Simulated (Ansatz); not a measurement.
Below is the output of a Python script on the Ansatz DFT code, driven from Python that makes a comparison of functionals at one structure of Si, space group I4/mmm. Write a script that gives it. Settings (first run): RPBE, PAW, cutoff 550 eV, 13×13×13 k-points, Fermi-Dirac smearing of 0.15 eV. The script varies functional: rpbe, revpbe, blyp, r2scan.

```
Si
1.0
    -1.62691    1.62691    1.32033
     1.62691   -1.62691    1.32033
     1.62691    1.62691   -1.32033
Si
1
Cartesian
  0.0000 0.0000 0.0000
```

```console
$ python xc_si.py
  functional   F/atom (eV)    iterations       P (GPa)      k-points
        rpbe    -638.38428             6         4.898           196
      revpbe    -637.52646             6         4.578           196
        blyp    -638.49649             6        12.629           196
      r2scan    -638.40188             6        -0.012           196
```

The script that was run (others could print the same):

The script, `xc_si.py`:
```python
import warnings

import ansatz as az

warnings.simplefilter('ignore', az.DeckWarning)

crystal = (
    az.Lattice.from_parameters(3.25383, 3.25383, 2.64066, alpha=90, beta=90, gamma=90)
    .space_group(139, hermann_mauguin='I4/mmm')
    .atom('Si', (0.0, 0.0, 0.0))
    .primitive()
)

model = (
    crystal.calculation()
    .basis(550)
    .kpoints(13)
    .occupations('fermi_dirac', width=0.15)
    .stress()
)

rows = []
for value in ['rpbe', 'revpbe', 'blyp', 'r2scan']:
    data = model.functional(value).run().report
    rows.append((value, data['free_energy_ev'] / len(data['lattice']['sites']), data['n_iterations'], sum(data['stress_gpa'][i][i] for i in range(3)) / 3, data['n_kpoints']))

print('  functional   F/atom (eV)    iterations       P (GPa)      k-points')
for row in rows:
    print(f'{str(row[0]):>12s}  {row[1]:12.5f}  {row[2]:12d}  {row[3]:12.3f}  {row[4]:12d}')
```

From lowest to highest: r2SCAN (0.0 GPa), revPBE (4.6 GPa), RPBE (4.9 GPa) and BLYP (12.6 GPa). At a fixed cell a lower pressure usually means a smaller equilibrium volume, so r2SCAN prefers the smallest cell and BLYP the largest.

Caveats:
- BLYP can be off by several per cent in the lattices of metals, and by several GPa in the pressure at a fixed cell.
- The mesh is modest for a metal, so energies can be off by several to tens of meV an atom and pressures by half a GPa or more; differences at equal mesh fare better.
- The smearing is wide enough that free energy and stress hold a thermal part of the electrons.
- Pressure is positive in compression.
- This isn't the structure that Si takes at ambient conditions.
- Total energies of different functionals can't be compared; pressures, moments and gaps at this one structure can.
- The whole script took 9 s on 1 thread of Arm Neoverse V1, with other jobs on the host, peak memory 0.41 GiB.
